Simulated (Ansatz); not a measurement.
# Relaxing H

Method: DFT PBE, scalar-relativistic, plane waves, PAW (Ansatz 0.2.0).

The start is a database structure of H, space group P2_12_12_1 (No. 19).

Input of the last, converged step (default PAW datasets):

```yaml
crystal:
  lattice:
    - [6.7871350256, 0.0, 0.0]
    - [0.0, 6.722399737, 0.0]
    - [0.0, 0.0, 6.903364621]
  atoms:
    - { symbol: H, position: [0.4290385252, 0.6970271869, 0.5940938301] }
    - { symbol: H, position: [0.9290385252, 0.8029728131, 0.4059061699] }
    - { symbol: H, position: [0.5709614748, 0.1970271869, 0.9059061699] }
    - { symbol: H, position: [0.0709614748, 0.3029728131, 0.0940938301] }
    - { symbol: H, position: [0.5771928453, 0.1156029906, 0.831690249] }
    - { symbol: H, position: [0.0771928453, 0.3843970094, 0.168309751] }
    - { symbol: H, position: [0.4228071547, 0.6156029906, 0.668309751] }
    - { symbol: H, position: [0.9228071547, 0.8843970094, 0.331690249] }
basis:
  ecutwfc: 420
kpoints:
  mp_grid: { grid: [4, 4, 4] }
hamiltonian:
  xc: pbe
scf:
  occupations: { method: gaussian, width: 0.02 }
output:
  forces: true
  stress: true
  eigenvalues: true
relax:
  adjacent_minimum: "off"
  f_tol: 0.01
  max_steps: 80
  cell: { stress_tol: 0.05 }
```

It can be run as:

```bash
ansatz run input.yaml --threads 1 --pin off --backend cpu --events-out ev --progress --plain --runs-dir out  # memory cap (--max-ram) not shown
```

The program printed at the end:

```
SCF converged after 3 iterations
Free energy (F): -127.005826 eV
Harris-Foulkes:  -127.005826 eV  (|F-HF|=1.39e-12)
Internal energy: -127.005826 eV  (E = F + TS)
E sigma→0 (E₀):  -127.005826 eV
Fermi energy:    -4.949737 eV
--- Per-component energies (eV) ---
  E_band       = -79.124091
  E_kinetic    = 106.901512
  E_local      = -248.038149  (includes V_loc(G=0)·N_el)
  E_nonlocal   = 13.498044
  E_hartree    = 72.076944
  E_xc         = -70.049633
  E_vxc        = -89.992990  (∫ρ·V_xc dr)
  E_paw        = -4.555337  (= ΣΔE_a)
  E_vpaw       = -5.636479  (= ΣTr[D̂ρ^β])
  E_aug_tail   = -0.009949  (compensation charges beyond the density's cutoff)
  E_ewald      = 3.170742
  E_smearing   =  0.000000  (= −TS)
  E_closure    = 0.000000  (closes the sum)
  Σ components = -127.005826   (vs F -127.005826, Δ=0.00e0)
--- Forces (eV/Å), atoms counted from 1 ---
  atom   1  H     -0.00082171    -0.00497821     0.00477466
  atom   2  H     -0.00082171     0.00497821    -0.00477466
  atom   3  H      0.00082171    -0.00497821    -0.00477466
  atom   4  H      0.00082171     0.00497821     0.00477466
  atom   5  H     -0.00184691     0.00581263     0.00536734
  atom   6  H     -0.00184691    -0.00581263    -0.00536734
  atom   7  H      0.00184691     0.00581263    -0.00536734
  atom   8  H      0.00184691    -0.00581263     0.00536734
  max |Σ_I F_I| component: 8.67e-19 eV/Å
--- Stress (GPa, compression-positive) ---
       -0.030598       0.000000       0.000000
        0.000000      -0.038043       0.000000
        0.000000       0.000000      -0.023109
  P = ⅓ Tr σ = -0.0306 GPa (-0.306 kbar)
--- Relaxed structure (1 steps of the walk, 1 accepted, 1 SCFs on fresh bases) ---
  F+E_penalty+E_count = -127.00582580 eV   max|allowed force component| = 5.813e-3 eV/Å   (the final SCF, on the basis selected at the relaxed cell)
  cell:  # Å, volume = 314.9718 Å³
    - [6.787135, 0.0, 0.0]
    - [0.0, 6.722400, 0.0]
    - [0.0, 0.0, 6.903365]
  atoms:
    - { symbol: H, position: [0.429039, 0.697027, 0.594094] }
    - { symbol: H, position: [0.929039, 0.802973, 0.405906] }
    - { symbol: H, position: [0.570961, 0.197027, 0.905906] }
    - { symbol: H, position: [0.070961, 0.302973, 0.094094] }
    - { symbol: H, position: [0.577193, 0.115603, 0.831690] }
    - { symbol: H, position: [0.077193, 0.384397, 0.168310] }
    - { symbol: H, position: [0.422807, 0.615603, 0.668310] }
    - { symbol: H, position: [0.922807, 0.884397, 0.331690] }
```

Absolute energies hang on the potentials; compare differences alone.

The result has space group P2_12_12_1 (No. 19). H on Wyckoff site a (4 atoms of the primitive cell) has 1 H at 0.75 Å; H on Wyckoff site a (4 atoms of the primitive cell) has 1 H at 0.75 Å.

No dispersion correction is applied, so the spacing between layers, chains or molecules is poorly fixed, and with it the volume and density.

Symmetry constrained the relaxation, so the result can be a saddle point.